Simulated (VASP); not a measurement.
# RbBr (Fm-3m) in VASP: a series of runs

Aim: see how the results for RbBr move with the level of theory and the settings. Levels: PBE, LDA. Tasks: optical spectrum, phonons.

Everything below comes from runs of VASP 6.6.1. Logs are shortened: lines on timing, memory, paths and dates and some standing lists are left out, and cuts for length are marked.

## (1) The structure

It takes space group Fm-3m (No. 225, cubic). Conventional cell: a = 6.852 Å, b = 6.852 Å, c = 6.852 Å, α = 90.00°, β = 90.00°, γ = 90.00°. Rb (site symmetry m-3m) is surrounded by 6 Br at 3.43 Å. Around Br (site symmetry m-3m) lie 6 Rb at 3.43 Å.

## (2) Optical spectrum, PBE

File INCAR:

```
PREC = Accurate ; ENCUT = 520
EDIFF = 1E-6 ; ISMEAR = 0
SIGMA = 0.03 ; LREAL = F
LASPH = T ; NELM = 80
ALGO = Normal ; ISIF = 2
LWAVE = F ; LCHARG = F
GGA = PE ; LOPTICS = T
NBANDS = 40 ; NEDOS = 2000
CSHIFT = 0.1
```

File KPOINTS:

```
regular mesh
0
Gamma
  8 8 8
```

File POSCAR:

```
RbBr                                    
1.0
    0.0000000000      3.4260584454      3.4260584454
    3.4260584454      0.0000000000      3.4260584454
    3.4260584454      3.4260584454     -0.0000000000
  Rb              Br            
     1     1
Direct
     1.0000000000000000    0.0000000000000000    0.0000000000000000
     0.5000000000000000    0.5000000000000000    0.5000000000000000
```

Potentials or basis: VASP PAW PBE potentials, release 64 (Rb_sv, Br).

Started as:

```bash
cat potpaw_PBE.64/Rb_sv/POTCAR potpaw_PBE.64/Br/POTCAR > POTCAR
mpirun -np 1 vasp_std > vasp.out
```

OUTCAR:

```text
PREC = Accurate
   ENCUT = 520
   EDIFF = 1E-6
   ISMEAR = 0
   LREAL = F
   LASPH = T
   NELM = 80
   ISIF = 2
   GGA = PE

 ion  position               nearest neighbor table
   1  0.000  0.000  0.000-   2 3.43   2 3.43   2 3.43   2 3.43   2 3.43   2 3.43
   2  0.500  0.500  0.500-   1 3.43   1 3.43   1 3.43   1 3.43   1 3.43   1 3.43

  LATTYP: Found a face centered cubic cell.
 ALAT       =     6.8521168908

  Lattice vectors:

 A1 = (   0.0000000000,   3.4260584454,   3.4260584454)
 A2 = (   3.4260584454,   0.0000000000,   3.4260584454)
 A3 = (   3.4260584454,   3.4260584454,   0.0000000000)

Analysis of symmetry for initial positions (statically):
=====================================================================
 Subroutine PRICEL returns:
 Original cell was already a primitive cell.

 Routine SETGRP: Setting up the symmetry group for a
 face centered cubic supercell.

 Subroutine GETGRP returns: Found 48 space group operations
 (whereof 48 operations were pure point group operations)
 out of a pool of 48 trial point group operations.

The static configuration has the point symmetry O_h .

Analysis of symmetry for dynamics (positions and initial velocities):
=====================================================================
 Subroutine PRICEL returns:
 Original cell was already a primitive cell.

 Routine SETGRP: Setting up the symmetry group for a
 face centered cubic supercell.

 Subroutine GETGRP returns: Found 48 space group operations
 (whereof 48 operations were pure point group operations)
 out of a pool of 48 trial point group operations.

The dynamic configuration has the point symmetry O_h .

 Subroutine INISYM returns: Found 48 space group operations
 (whereof 48 operations are pure point group operations),
 and found     1 'primitive' translations

----------------------------------------------------------------------------------------

                                     Primitive cell

  volume of cell :      80.4293

  direct lattice vectors                    reciprocal lattice vectors
     0.000000000  3.426058445  3.426058445    -0.145940301  0.145940301  0.145940301
     3.426058445  0.000000000  3.426058445     0.145940301 -0.145940301  0.145940301
     3.426058445  3.426058445  0.000000000     0.145940301  0.145940301 -0.145940301

  length of vectors
     4.845178319  4.845178319  4.845178319     0.252776016  0.252776016  0.252776016

  position of ions in fractional coordinates (direct lattice)
     0.000000000  0.000000000  0.000000000
     0.500000000  0.500000000  0.500000000

  ion indices of the primitive-cell ions
   primitive index   ion index
                 1           1
                 2           2

----------------------------------------------------------------------------------------

 KPOINTS: regular mesh

Automatic generation of k-mesh.
 Grid dimensions read from file:
 generate k-points for:    8    8    8

 Generating k-lattice:

  Cartesian coordinates                     Fractional coordinates (reciprocal lattice)
    -0.018242538  0.018242538  0.018242538     0.125000000  0.000000000  0.000000000
     0.018242538 -0.018242538  0.018242538     0.000000000  0.125000000  0.000000000
     0.018242538  0.018242538 -0.018242538     0.000000000  0.000000000  0.125000000

  Length of vectors
[... 74 lines left out ...]
     AMIX     =   0.40;   BMIX     =  1.00
     AMIX_MAG =   1.60;   BMIX_MAG =  1.00
  volume/ion in A,a.u.               =      40.21       271.38
  Fermi-wavevector in a.u.,A,eV,Ry     =   0.955675  1.805963 12.426391  0.913314
  Thomas-Fermi vector in A             =   2.084534
   LORBIT       =      0    0 simple, 1 ext, 2 COOP (PROOUT), +10 PAW based schemes
   GGA     = PE    functional components
   LHFCALC =     F    Hartree Fock is set to
   AEXX    =    0.0000 exact exchange contribution
   IVDW    =     0    specifies the selected vdW correction
   LEPSILON=     F    determine dielectric tensor
   LRPA    =     F    only Hartree local field effects (RPA)
 non-spin polarized calculation
 Gauss-broadening in eV      SIGMA  =   0.03
  energy-cutoff  :      520.00
  volume of cell :       80.43
 maximum number of plane-waves:      2200
   NGX = 17   NGY = 17   NGZ = 17

 number of electron      15.9999999 magnetization

 Free energy of the ion-electron system (eV)
  ---------------------------------------------------
  ext. energy  EPLUGINS =         0.00000000
  ---------------------------------------------------
  free energy    TOTEN  =        -6.09691125 eV

  energy without entropy =       -6.09691125  energy(sigma->0) =       -6.09691125

 E-fermi :  -1.6242     XC(G=0):  -7.2369

 val. band max:       -1.7491758863   @ k =   0.0000   0.0000   0.0000
 cond. band min:       2.6153466943   @ k =   0.0000   0.0000   0.0000
 fundamental gap:      4.3645225806
 Fermi energy:        -1.6242257857

 k-point     1 :       0.0000    0.0000    0.0000
  band No.  band energies     occupation
      1     -26.1618      2.00000
      2     -13.9311      2.00000
      3     -10.2386      2.00000
      4     -10.2386      2.00000
      5     -10.2386      2.00000
      6      -1.7492      2.00000
[... 541 lines left out ...]
     19      12.2912      0.00000
     20      12.6381      0.00000

 [... further k-points ...]

 [bands above 20 left out]

------------------------ aborting loop because EDIFF is reached ----------------------------------------

  FORCE on cell =-STRESS in cart. coord.  units (eV):
  Direction    XX          YY          ZZ          XY          YZ          ZX
  --------------------------------------------------------------------------------------
  -------------------------------------------------------------------------------------
  Total        0.5259826      0.5259826      0.5259826      0.0000000      0.0000000      0.0000000
  in kB       10.4777410     10.4777410     10.4777410      0.0000000      0.0000000      0.0000000
  external PRESSURE =      10.4777410 kB  Pullay stress =       0.0000000 kB

 VOLUME and BASIS-vectors are now :
 -----------------------------------------------------------------------------
  energy-cutoff  :      520.00
  volume of cell :       80.43
      direct lattice vectors                 reciprocal lattice vectors
     0.000000000  3.426058445  3.426058445    -0.145940301  0.145940301  0.145940301
     3.426058445  0.000000000  3.426058445     0.145940301 -0.145940301  0.145940301
     3.426058445  3.426058445  0.000000000     0.145940301  0.145940301 -0.145940301

 POSITION                                       TOTAL-FORCE (eV/Angst)
 -----------------------------------------------------------------------------------
      0.00000      0.00000      0.00000         0.000000     -0.000000      0.000000
      3.42606      3.42606      3.42606        -0.000000      0.000000     -0.000000
 -----------------------------------------------------------------------------------
    total drift:                                0.000000      0.000000      0.000000

  FREE ENERGIE OF THE ION-ELECTRON SYSTEM (eV)
  ---------------------------------------------------
  free  energy   TOTEN  =        -6.0969112510 eV

  energy  without entropy=       -6.0969112510  energy(sigma->0) =       -6.09691125

 electrical conductivity sigma (Mega S m-1) (frequency dependency in vasprun.xml)
  --------------------------------------------------------------------------------------
       0.000       0.000       0.000
       0.000       0.000       0.000
      -0.000       0.000       0.000

  frequency dependent IMAGINARY DIELECTRIC FUNCTION (independent particle, no local field effects) density-density
     E(ev)      X         Y         Z        XY        YZ        ZX
  --------------------------------------------------------------------------------------------------------------
     0.00000     0.00000     0.00000     0.00000     0.00000     0.00000     0.00000
     0.67244     0.00345     0.00345     0.00345     0.00000    -0.00000     0.00000
     1.34488     0.00732     0.00732     0.00732     0.00000    -0.00000     0.00000
     2.01732     0.01220     0.01220     0.01220     0.00000    -0.00000     0.00000
     2.68976     0.01922     0.01922     0.01922     0.00000    -0.00000     0.00000
     3.36220     0.03153     0.03153     0.03153     0.00000    -0.00000     0.00000
[... 92 lines left out ...]
    65.89915     0.00021     0.00021     0.00021    -0.00000     0.00000     0.00000
    66.57159     0.00020     0.00020     0.00020    -0.00000     0.00000     0.00000

  frequency dependent      REAL DIELECTRIC FUNCTION (independent particle, no local field effects) density-density
     E(ev)        X           Y           Z          XY          YZ          ZX
  --------------------------------------------------------------------------------------------------------------
     0.00000     2.81244     2.81244     2.81244     0.00000    -0.00000     0.00000
     0.67244     2.82394     2.82394     2.82394     0.00000    -0.00000     0.00000
     1.34488     2.85978     2.85978     2.85978     0.00000    -0.00000     0.00000
     2.01732     2.92455     2.92455     2.92455     0.00000    -0.00000     0.00000
     2.68976     3.02831     3.02831     3.02831     0.00000    -0.00000     0.00000
     3.36220     3.19380     3.19380     3.19380     0.00000    -0.00000     0.00000
[... 92 lines left out ...]
    65.89915     0.93681     0.93681     0.93681     0.00000    -0.00000    -0.00000
    66.57159     0.93819     0.93819     0.93819     0.00000    -0.00000    -0.00000

  frequency dependent IMAGINARY DIELECTRIC FUNCTION (independent particle, no local field effects) current-current
     E(ev)      X         Y         Z        XY        YZ        ZX
  --------------------------------------------------------------------------------------------------------------
     0.00000    10.78054    10.78054    10.78054     0.00000     0.00000     0.00000
     0.67244     0.54588     0.54588     0.54588     0.00000     0.00000     0.00000
     1.34488     0.28387     0.28387     0.28387     0.00000     0.00000     0.00000
     2.01732     0.20298     0.20298     0.20298     0.00000     0.00000     0.00000
     2.68976     0.17002     0.17002     0.17002     0.00000     0.00000     0.00000
     3.36220     0.16201     0.16201     0.16201     0.00000     0.00000     0.00000
[... 92 lines left out ...]
    65.89915     0.00002     0.00002     0.00002     0.00000     0.00000    -0.00000
    66.57159     0.00002     0.00002     0.00002     0.00000     0.00000    -0.00000

  frequency dependent      REAL DIELECTRIC FUNCTION (independent particle, no local field effects) current-current
     E(ev)        X           Y           Z          XY          YZ          ZX
  --------------------------------------------------------------------------------------------------------------
     0.00000     2.81128     2.81128     2.81128     0.00000     0.00000     0.00000
     0.67244     2.82273     2.82273     2.82273     0.00000     0.00000     0.00000
     1.34488     2.85850     2.85850     2.85850     0.00000     0.00000     0.00000
     2.01732     2.92314     2.92314     2.92314     0.00000     0.00000     0.00000
     2.68976     3.02668     3.02668     3.02668     0.00000     0.00000     0.00000
     3.36220     3.19170     3.19170     3.19170     0.00000     0.00000     0.00000
[... 92 lines left out ...]
    65.89915     0.93682     0.93682     0.93682    -0.00000    -0.00000     0.00000
    66.57159     0.93819     0.93819     0.93819    -0.00000    -0.00000     0.00000
```

Run time: 2.3 min. Hardware: 1 thread of AMD EPYC 7R43 (Zen 3), shared host; peak memory 0.24 GiB.

Results:

```yaml
Free_energy: -6.0969 eV
Pressure: 1.0 GPa
Band_gap_on_the_k_mesh: 4.36 eV, direct
```

Levels at points of the mesh, in eV from the valence-band top:
```csv
k point,band 4,band 5,band 6,band 7,band 8,band 9,band 10,band 11,band 12,band 13
"(0.00, 0.00, 0.00)",-8.49,-8.49,0.00,0.00,0.00,4.36,7.28,7.28,7.28,8.17
"(0.50, 0.00, 0.00)",-8.50,-8.44,-0.99,-0.36,-0.36,6.82,7.72,9.49,9.49,10.17
"(0.50, 0.50, 0.00)",-8.56,-8.56,-0.47,-0.16,-0.16,5.61,7.13,9.20,9.21,9.44
```

Dielectric function (mean over the directions given):
```csv
energy (eV),real part,imaginary part
0.27,2.81,0.00
1.28,2.85,0.01
2.29,2.96,0.01
3.36,3.19,0.03
4.37,3.71,0.21
5.45,4.40,0.92
6.46,3.85,2.45
7.46,1.24,3.19
8.54,3.40,2.55
9.55,0.06,3.59
10.62,-0.31,1.20
11.63,0.82,1.03
12.71,1.01,0.86
13.72,1.95,0.60
14.73,0.82,2.15
15.80,0.42,1.37
16.81,1.27,1.07
17.89,0.30,1.91
18.90,0.17,0.90
19.97,-0.35,1.02
```

Caveat: independent-particle spectra lack excitons.

(Continued in part 2 of 2.)
